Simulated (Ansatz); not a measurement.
Crystal: CdF2.

```xyz
3
Lattice="0.0000 2.6940 2.6940 2.6940 0.0000 2.6940 2.6940 2.6940 0.0000" Properties=species:S:1:pos:R:3 pbc="T T T"
Cd    0.0000    0.0000    0.0000
F     4.0410    4.0410    4.0410
F     1.3470    1.3470    1.3470
```

Base run:

```yaml
Program: Ansatz 0.2.0
Functional: HSEsol
Potentials_or_basis: Ansatz PAW
Cutoff: "420 eV (not typed: the program's choice for these potentials)"
k_mesh: 5 × 5 × 5
Occupations: fermi-dirac, width 0.05 eV
Spin: no spin polarisation
```

Its results: band gap on the k mesh 5.14 eV, indirect (least direct gap 5.63 eV); pressure -2.6 GPa.

Problem. After a change of settings the same cell gave: band gap on the k mesh 9.26 eV, indirect (least direct gap 9.83 eV); pressure -3.4 GPa. Which change was it?
A. functional from HSEsol to HF
B. functional from HSEsol to r2SCAN50; cutoff from 420 eV (not typed: the program's choice for these potentials) to 500 eV (not typed: the program's choice for these potentials)
C. functional from HSEsol to HSE03

Solution. B.

Caveats: the k mesh misses the band edges, so the gap on the mesh is wider than the one along the path; the PAW data sets come from PBE, with cores solved anew for the run's functional, which leaves a small shift of forces and pressure; the thresholds are loose for stress.
